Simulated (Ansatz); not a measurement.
## Relaxed lattice of CuO against the functional

Method: plane-wave DFT with PAW (Ansatz; 420 eV, 500 eV for r²SCAN). Each run relaxes cell and atoms to zero pressure from this start:

```
Cu O
1.0
     1.99097   -2.15355    0.00000
     1.99097    2.15355    0.00000
     0.00000    0.00000    5.15593
Cu O
2 2
Direct
  0.00000 0.50000 0.00000
  0.50000 0.00000 0.50000
  0.50000 0.50000 0.25000
  0.50000 0.50000 0.75000
```

- Γ-centred k-mesh: 14×14×8
- occupation rule: Gaussian smearing, 0.1 eV
- spin treatment: unpolarised

Lengths are those of the conventional cell, space group Cccm.

**Question.** Order by relaxed volume, smallest first.
A. LDA
B. PBEsol
C. r2SCAN
D. PBE

**Answer.** A (10.26 Å³/atom), B (10.66 Å³/atom), C (10.73 Å³/atom), D (11.20 Å³/atom).

```csv
functional,a (Å),b (Å),c (Å),volume (Å³/atom),gap on mesh (eV)
LDA,4.026,4.042,5.044,10.26,metal
PBEsol,4.085,4.101,5.092,10.66,metal
PBE,4.164,4.176,5.151,11.20,metal
r2SCAN,4.085,4.099,5.126,10.73,metal
```

This form isn't the usual stable structure of the compound.

Cost: 4 runs of about 14 core-minutes in all, on Intel Xeon Processor @ 2.70GHz (shared hosts).